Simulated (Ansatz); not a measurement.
## Errors in the atomisation enthalpy at 298 K

8 molecules with nitrogen; the atomisation enthalpy at 298 K in kJ/mol, computed less measured. Shapes, held fixed at every level: PBE0-D4/def2-TZVP. Flexible molecules stand in one conformer, not always the lowest. Thermal terms are harmonic and unscaled (PBE0-D4/def2-TZVP); the spin-orbit lowering of the free atoms is taken from their spectra. Programs: Ansatz 0.2.0. Measured values: Active Thermochemical Tables, CRC Handbook of Chemistry and Physics, NIST-JANAF tables.

Levels: A = PBE-D4/def2-TZVPP; B = PBE0-D4/def2-TZVPP; C = MP2/def2-SVP; D = CCSD(T)/def2-TZVPP.

| molecule | from tabulated heats | A | B | C | D |
| --- | --- | --- | --- | --- | --- |
| N2H (dinitrogen monohydride) | 913 | +94 | +15 | -114 | -54 |
| HOCN (cyanic acid) | 1671 | +103 | +4 | -49 | -70 |
| H3NO (hydroxylamine) | 1419 | +53 | -15 | -133 | -58 |
| C2F3N (cyanotrifluoromethane) | 2640 | +177 | +23 | +3 | -96 |
| C2H5NO (acetamide) | 3484 | +120 | +20 | -144 | -112 |
| C3H4N2 (pyrazole) | 3788 | +205 | +75 | -115 | -136 |
| C4H5N (pyrrole) | 4322 | +178 | +73 | -108 | -136 |
| C6H9N (SMILES Cc1ccc(C)[nH]1) | 6696 | +229 | +100 | -172 | -189 |

(1) Sum up the errors.

Answers

(1) 
```json
{"level": "PBE-D4/def2-TZVPP", "kind": "GGA", "mean error": "+144.9", "mean absolute error": "144.9", "worst case": "C6H9N"}
{"level": "PBE0-D4/def2-TZVPP", "kind": "global hybrid", "mean error": "+36.9", "mean absolute error": "40.6", "worst case": "C6H9N"}
{"level": "MP2/def2-SVP", "kind": "perturbation theory", "mean error": "-104.0", "mean absolute error": "104.8", "worst case": "C6H9N"}
{"level": "CCSD(T)/def2-TZVPP", "kind": "coupled cluster or CI", "mean error": "-106.4", "mean absolute error": "106.4", "worst case": "C6H9N"}
```

On this set PBE0-D4/def2-TZVPP has the smallest mean absolute error and PBE-D4/def2-TZVPP the largest. PBE-D4/def2-TZVPP is too high in 8 of 8; PBE0-D4/def2-TZVPP is too high in 7 of 8; MP2/def2-SVP is too low in 7 of 8; CCSD(T)/def2-TZVPP is too low in 8 of 8. The heats of C2F3N (cyanotrifluoromethane) come from older tables and can be uncertain by 10 kJ/mol or more. Heats of the atoms come from ATcT where it has them. The levels differ in basis as well as in method. For PBE-D4/def2-TZVPP and PBE0-D4/def2-TZVPP and CCSD(T)/def2-TZVPP the error tends to grow with the atomisation enthalpy. Correlated wave functions converge slowly with the basis. T1 is large for N2H (0.040), so single-reference values are less sure there. Spin contamination: N2H (⟨S²⟩ up to 0.85). Open shells run unrestricted. The set is small.

PBE overbinds throughout, and exact exchange in PBE0 removes much of the excess. Semilocal exchange tends to favour the delocalised density of a molecule over separated atoms, especially where several electron pairs share a bonding region. Size alone does not set the error: acetamide has a larger atomisation enthalpy than cyanotrifluoromethane but a smaller PBE error, +120 against +177. PBE0's largest residuals fall on the three azoles, which suggests that cyclic π delocalisation remains overbound.

The coupled-cluster deficit probably reflects missing basis functions more than missing excitations, since the pair correlation gained on forming bonds needs high angular momentum to describe the electron cusp. MP2 often overbinds multiple bonds near the basis limit, so its small basis can offset that fault; the +3 for cyanotrifluoromethane is best read as such a cancellation. The similar mean errors of MP2 and CCSD(T) therefore do not show comparable intrinsic accuracy, nor does PBE0's lead establish a better treatment of correlation. Errors in reaction energies that conserve bond types could rank the levels differently.
